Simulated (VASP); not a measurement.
# MgS (I4/mmm) in VASP: notebook, part 2 of 2

VASP 6.6.1. Earlier steps stand in the parts before.

### 4 Single point, PBE (strain +0.050 along x and y, -0.025 along z, atoms carried along)

The input, INCAR:

```
PREC = Accurate
ENCUT = 520
EDIFF = 1E-6
ISMEAR = 0
SIGMA = 0.05
LREAL = False
LASPH = True
NELM = 60
ALGO = Normal
ISIF = 2
LWAVE = False
LCHARG = False
GGA = PE
NBANDS = 11
```

The input, KPOINTS:

```
regular mesh
0
Gamma
  8 8 8
```

The input, POSCAR:

```
MgS
1.0
    0.0000000000      2.7317325000      2.5366087500
    2.7317325000      0.0000000000      2.5366087500
    2.7317325000      2.7317325000      0.0000000000
Mg S
1 1
Direct
    0.0000000000      0.0000000000      0.0000000000
    0.5000000000      0.5000000000      0.5000000000
```

Potentials or basis: VASP PAW PBE potentials, release 64 (Mg, S).

Run with:

```
$ cat potpaw_PBE.64/Mg/POTCAR potpaw_PBE.64/S/POTCAR > POTCAR
$ mpirun -np 1 vasp_std > vasp.out
```

OUTCAR:

```text
PREC = Accurate
   ENCUT = 520
   EDIFF = 1E-6
   ISMEAR = 0
   LREAL = False
   LASPH = True
   NELM = 60
   ISIF = 2
   GGA = PE

 ion  position               nearest neighbor table
   1  0.000  0.000  0.000-   2 2.54   2 2.54   2 2.73   2 2.73   2 2.73   2 2.73
   2  0.500  0.500  0.500-   1 2.54   1 2.54   1 2.73   1 2.73   1 2.73   1 2.73

  LATTYP: Found a body centered tetragonal cell.
 ALAT       =     3.8632531503
 C/A-ratio  =     1.3131983079

  Lattice vectors:

 A1 = (   0.0000000000,  -2.7317325000,  -2.5366087500)
 A2 = (   0.0000000000,   2.7317325000,  -2.5366087500)
 A3 = (   2.7317325000,   0.0000000000,   2.5366087500)

Analysis of symmetry for initial positions (statically):
=====================================================================
 Subroutine PRICEL returns:
 Original cell was already a primitive cell.

 Routine SETGRP: Setting up the symmetry group for a
 body centered tetragonal supercell.

 Subroutine GETGRP returns: Found 16 space group operations
 (whereof 16 operations were pure point group operations)
 out of a pool of 16 trial point group operations.

The static configuration has the point symmetry D_4h.

Analysis of symmetry for dynamics (positions and initial velocities):
=====================================================================
 Subroutine PRICEL returns:
 Original cell was already a primitive cell.

 Routine SETGRP: Setting up the symmetry group for a
 body centered tetragonal supercell.

 Subroutine GETGRP returns: Found 16 space group operations
 (whereof 16 operations were pure point group operations)
 out of a pool of 16 trial point group operations.

The dynamic configuration has the point symmetry D_4h.

 Subroutine INISYM returns: Found 16 space group operations
 (whereof 16 operations are pure point group operations),
 and found     1 'primitive' translations

----------------------------------------------------------------------------------------

                                     Primitive cell

  volume of cell :      37.8582

  direct lattice vectors                    reciprocal lattice vectors
     0.000000000  2.731732500  2.536608750    -0.183034027  0.183034027  0.197113567
     2.731732500  0.000000000  2.536608750     0.183034027 -0.183034027  0.197113567
     2.731732500  2.731732500  0.000000000     0.183034027  0.183034027 -0.197113567

  length of vectors
     3.727834009  3.727834009  3.863253150     0.325356218  0.325356218  0.325356218

  position of ions in fractional coordinates (direct lattice)
     0.000000000  0.000000000  0.000000000
     0.500000000  0.500000000  0.500000000

  ion indices of the primitive-cell ions
   primitive index   ion index
                 1           1
                 2           2

----------------------------------------------------------------------------------------

 KPOINTS: regular mesh

Automatic generation of k-mesh.
 Grid dimensions read from file:
 generate k-points for:    8    8    8

 Generating k-lattice:

  Cartesian coordinates                     Fractional coordinates (reciprocal lattice)
    -0.022879253  0.022879253  0.024639196     0.125000000  0.000000000  0.000000000
     0.022879253 -0.022879253  0.024639196     0.000000000  0.125000000  0.000000000
     0.022879253  0.022879253 -0.024639196    -0.000000000 -0.000000000  0.125000000

  Length of vectors
     0.040669527  0.040669527  0.040669527

  Shift w.r.t. Gamma in fractional coordinates (k-lattice)
     0.000000000  0.000000000  0.000000000

 Subroutine IBZKPT returns following result:
 ===========================================

 Found     59 irreducible k-points:

 Following reciprocal coordinates:
            Coordinates               Weight
  0.000000  0.000000  0.000000      1.000000
  0.125000 -0.000000  0.000000      8.000000
  0.250000 -0.000000  0.000000      8.000000
  0.375000 -0.000000  0.000000      8.000000
  0.500000 -0.000000  0.000000      4.000000
  0.125000  0.125000  0.000000      2.000000
[... 16 lines left out ...]
  0.250000 -0.000000  0.125000     16.000000
  0.375000 -0.000000  0.125000     16.000000
 [... further k-points ...]
   k-points           NKPTS =     59   k-points in BZ     NKDIM =     59   number of bands    NBANDS=     11
   number of dos      NEDOS =    301   number of ions     NIONS =      2
   total plane-waves  NPLWV =  23520
   dimension x,y,z NGX =    28 NGY =   28 NGZ =   30
   dimension x,y,z NGXF=    56 NGYF=   56 NGZF=   60
   ions per type =               1   1
   NGX,Y,Z   is equivalent  to a cutoff of  12.49, 12.49, 12.91 a.u.
   NGXF,Y,Z  is equivalent  to a cutoff of  24.97, 24.97, 25.82 a.u.
 SYSTEM =  unknown system
   PREC   = accura    normal or accurate (medium, high low for compatibility)
   ISTART =      0    job   : 0-new  1-cont  2-samecut
   ICHARG =      2    charge: 1-file 2-atom 10-const
   ISPIN  =      1    spin polarized calculation?
   LNONCOLLINEAR =      F non collinear calculations
   LSORBIT =      F    spin-orbit coupling
   LASPH  =      T    aspherical Exc in radial PAW
   ENCUT  =  520.0 eV  38.22 Ry    6.18 a.u.   6.93  6.93  7.18*2*pi/ulx,y,z
   NELM   =     60;   NELMIN=  2; NELMDL= -5     # of ELM steps
   EDIFF  = 0.1E-05   stopping-criterion for ELM
   LREAL  =      F    real-space projection
   EDIFFG = 0.1E-04   stopping-criterion for IOM
   NSW    =      0    number of steps for IOM
   IBRION =     -1    ionic relax: 0-MD 1-quasi-New 2-CG
   NFREE  =      0    steps in history (QN), initial steepest desc. (CG)
   ISIF   =      2    stress and relaxation
   ISYM   =      2    0-nonsym 1-usesym 2-fastsym
   POTIM  = 0.5000    time-step for ionic-motion
   TEBEG  =    0.0;   TEEND  =   0.0 temperature during run
   PSTRESS=    0.0 pullay stress
   NELECT =       8.0000    total number of electrons
   NUPDOWN=      -1.0000    fix difference up-down
   EMIN   =  10.00;   EMAX   =-10.00  energy-range for DOS
   EFERMI =   0.00;   METHOD = LEGACY
   ISMEAR =     0;   SIGMA  =   0.05  broadening in eV -4-tet -1-fermi 0-gaus
   EFERMI_NEDOS =   21; number of points for ismear=-14 and -15
   IALGO  =     38    algorithm
   IMIX   =      4    mixing-type and parameters
     AMIX     =   0.40;   BMIX     =  1.00
     AMIX_MAG =   1.60;   BMIX_MAG =  1.00
  volume/ion in A,a.u.               =      18.93       127.74
  Fermi-wavevector in a.u.,A,eV,Ry     =   0.975105  1.842682 12.936834  0.950831
  Thomas-Fermi vector in A             =   2.105618
   LORBIT       =      0    0 simple, 1 ext, 2 COOP (PROOUT), +10 PAW based schemes
   GGA     = PE    functional components
   LHFCALC =     F    Hartree Fock is set to
   AEXX    =    0.0000 exact exchange contribution
   IVDW    =     0    specifies the selected vdW correction
   LEPSILON=     F    determine dielectric tensor
   LRPA    =     F    only Hartree local field effects (RPA)
 non-spin polarized calculation
 Gauss-broadening in eV      SIGMA  =   0.05
  energy-cutoff  :      520.00
  volume of cell :       37.86
 maximum number of plane-waves:      1042
   NGX = 13   NGY = 13   NGZ = 15

 number of electron       8.0000001 magnetization

 Free energy of the ion-electron system (eV)
  ---------------------------------------------------
  ext. energy  EPLUGINS =         0.00000000
  ---------------------------------------------------
  free energy    TOTEN  =        -8.44167076 eV

  energy without entropy =       -8.44167076  energy(sigma->0) =       -8.44167076

 E-fermi :   3.4941     XC(G=0):  -9.3858

 val. band max:        3.2099680797   @ k =   0.0000   0.0000   0.0000
 cond. band min:       5.5667853542   @ k =   0.5000   0.5000   0.0000
 fundamental gap:      2.3568172745
 Fermi energy:         3.4941488591

 k-point     1 :       0.0000    0.0000    0.0000
  band No.  band energies     occupation
      1      -9.1881      2.00000
      2       2.8513      2.00000
      3       3.2100      2.00000
      4       3.2100      2.00000
      5       6.2746      0.00000
      6      10.8813      0.00000
      7      10.8813      0.00000
      8      11.6076      0.00000
      9      12.8772      0.00000
     10      13.7765      0.00000
     11      15.0575      0.00000
[... 309 lines left out ...]
 k-point    24 :       0.3750   -0.0000    0.1250
  band No.  band energies     occupation
      1      -8.3378      2.00000
      2      -0.3508      2.00000
      3       2.2270      2.00000
      4       2.4511      2.00000
      5       8.2206      0.00000
      6       9.3775      0.00000
      7      10.9921      0.00000
      8      11.4127      0.00000
      9      14.1548      0.00000
     10      15.5565      0.00000
     11      15.6967      0.00000

 [... further k-points ...]
[... 5 lines left out ...]
  --------------------------------------------------------------------------------------
  -------------------------------------------------------------------------------------
  Total       -1.2321320     -1.2321320      0.1451746      0.0000000     -0.0000000      0.0000000
  in kB      -52.1444397    -52.1444397      6.1438623      0.0000000     -0.0000000      0.0000000
  external PRESSURE =     -32.7150057 kB  Pullay stress =       0.0000000 kB

 VOLUME and BASIS-vectors are now :
 -----------------------------------------------------------------------------
  energy-cutoff  :      520.00
  volume of cell :       37.86
      direct lattice vectors                 reciprocal lattice vectors
     0.000000000  2.731732500  2.536608750    -0.183034027  0.183034027  0.197113567
     2.731732500  0.000000000  2.536608750     0.183034027 -0.183034027  0.197113567
     2.731732500  2.731732500  0.000000000     0.183034027  0.183034027 -0.197113567

 POSITION                                       TOTAL-FORCE (eV/Angst)
 -----------------------------------------------------------------------------------
      0.00000      0.00000      0.00000         0.000000     -0.000000     -0.000000
      2.73173      2.73173      2.53661        -0.000000      0.000000      0.000000
 -----------------------------------------------------------------------------------
    total drift:                                0.000000      0.000000      0.000000

  FREE ENERGIE OF THE ION-ELECTRON SYSTEM (eV)
  ---------------------------------------------------
  free  energy   TOTEN  =        -8.4416707631 eV

  energy  without entropy=       -8.4416707631  energy(sigma->0) =       -8.44167076
```

stdout:

```text
POSCAR found type information on POSCAR MgS
 POSCAR found :  2 types and       2 ions
 scaLAPACK will be used
 LDA part: xc-table for (Slater+PW92), standard interpolation
 POSCAR, INCAR and KPOINTS ok, starting setup
 FFT: planning ... GRIDC
 FFT: planning ... GRID_SOFT
 FFT: planning ... GRID
 WAVECAR not read
 entering main loop
```

It took 17 s on 1 thread of AMD EPYC 7R13 (Zen 3), shared host; peak memory 0.14 GiB.

What came out:

| Item | Value |
| --- | --- |
| Free energy | -8.4417 eV |
| Pressure | -3.3 GPa |
| Band gap on the k mesh | 2.36 eV, indirect (least direct gap 3.06 eV) |

### 5 Single point, PBE (strain +0.025 along x and y, -0.050 along z, atoms carried along)

The input, INCAR:

```
SYSTEM = MgS
PREC = Accurate
ENCUT = 520
EDIFF = 1E-6
ISMEAR = 0
SIGMA = 0.05
LREAL = .False.
LASPH = .True.
NELM = 80
ALGO = Fast
ISIF = 2
LWAVE = .False.
LCHARG = .False.
GGA = PE
NBANDS = 11
```

The input, KPOINTS:

```
regular mesh
0
Gamma
  8 8 8
  0 0 0
```

The input, POSCAR:

```
MgS
1.0
    0.0000000000      2.6666912500      2.4715675000
    2.6666912500      0.0000000000      2.4715675000
    2.6666912500      2.6666912500      0.0000000000
Mg S
1 1
Direct
    0.0000000000      0.0000000000      0.0000000000
    0.5000000000      0.5000000000      0.5000000000
```

Run with:

```
$ cat potpaw_PBE.64/Mg/POTCAR potpaw_PBE.64/S/POTCAR > POTCAR
$ mpirun -np 1 vasp_std > vasp.out
```

Run time: 19 s. Hardware: 1 thread of AMD EPYC 7R13 (Zen 3), shared host; peak memory 0.14 GiB.

Results (log left out):

- Free energy: -8.4526 eV
- Pressure: 2.0 GPa
- Band gap on the k mesh: 2.49 eV, indirect (least direct gap 3.61 eV)

Stress tensor (GPa, compression positive):
```
-1.08  0.00  0.00
 0.00 -1.08  0.00
 0.00  0.00  8.14
```

Levels at points of the mesh, in eV from the valence-band top:
```
           k point  band 1  band 2  band 3  band 4  band 5  band 6  band 7  band 8  band 9
(0.00, 0.00, 0.00)  -12.80   -0.37    0.00    0.00    3.61    7.62    7.62    8.40    9.71
(0.50, 0.00, 0.00)  -11.49   -4.96   -0.81   -0.63    4.37    6.41    7.36   10.05   12.03
(0.50, 0.50, 0.00)  -10.95   -4.24   -2.02   -2.02    2.49    4.10   12.41   12.88   12.98
(0.50, 0.00, 0.50)  -11.21   -4.35   -2.00   -1.36    2.85    4.40   11.62   12.44   12.52
```

### 6 The runs side by side

| cell | gap on the mesh (eV) | pressure (GPa) |
| --- | --- | --- |
| strain +0.000 along x and y, -0.025 along z, atoms carried along | 2.71 | 3.1 |
| strain -0.050 along x and y, +0.000 along z, atoms carried along | 2.78 | 11.3 |
| strain +0.050 along x and y, -0.025 along z, atoms carried along | 2.36 | -3.3 |
| strain +0.025 along x and y, -0.050 along z, atoms carried along | 2.49 | 2.0 |

Alike in all rows: task single point; level PBE; potentials or basis VASP PAW PBE potentials, release 64 (Mg, S); no spin polarisation; k mesh 8 × 8 × 8; cutoff (eV) 520; smearing gaussian 0.05 eV.

Absolute energies hang on the potentials; compare differences alone.
